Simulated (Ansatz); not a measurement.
Crystal: CuO.

```
Cu O
1.0
     4.16094    0.00000    0.00000
     0.00000    4.16094    0.00000
     0.00000    0.00000    3.88764
Cu O
3 3
Direct
  0.50000 0.00000 0.50000
  0.00000 0.50000 0.50000
  0.00000 0.00000 0.00000
  0.00000 0.00000 0.50000
  0.50000 0.00000 0.00000
  0.00000 0.50000 0.00000
```

Measurements of this composition are mostly on another form, of space group No. 15.

Base run:

```yaml
Program: Ansatz 0.2.0
Functional: PBE
Potentials_or_basis: Ansatz PAW
Cutoff: 350 eV
Density_cutoff: 1400 eV
k_mesh: 7 × 7 × 7
Occupations: fermi-dirac, width 0.05 eV
Spin: no spin polarisation
```

Its results: band gap on the k mesh none (metal or under the smearing width); pressure 1.7 GPa.

**Question.** The run is repeated on the same cell with these changes: cutoff from 350 eV to 420 eV (not typed: the program's choice for these potentials); hubbard terms from none to Cu d U = 4.5 eV; hubbard projectors from none to ortho-atomic (the default). What comes out?

**Answer.** Band gap on the k mesh none (metal or under the smearing width); pressure 4.3 GPa.

Caveats: an odd number of electrons without spin polarisation forces a metal; a magnetic or distorted state may lie lower; the run has no spin polarisation, though such a crystal can be magnetic; the pressure holds a Pulay correction of +7.1 GPa for the finite cutoff (some runs); semilocal functionals often make such compounds metallic where correlation or magnetic order opens a gap, which also shifts bond lengths (some runs); the cutoff lies under the one recommended for these potentials (some runs); U without spin polarisation on a metal has little footing (some runs).
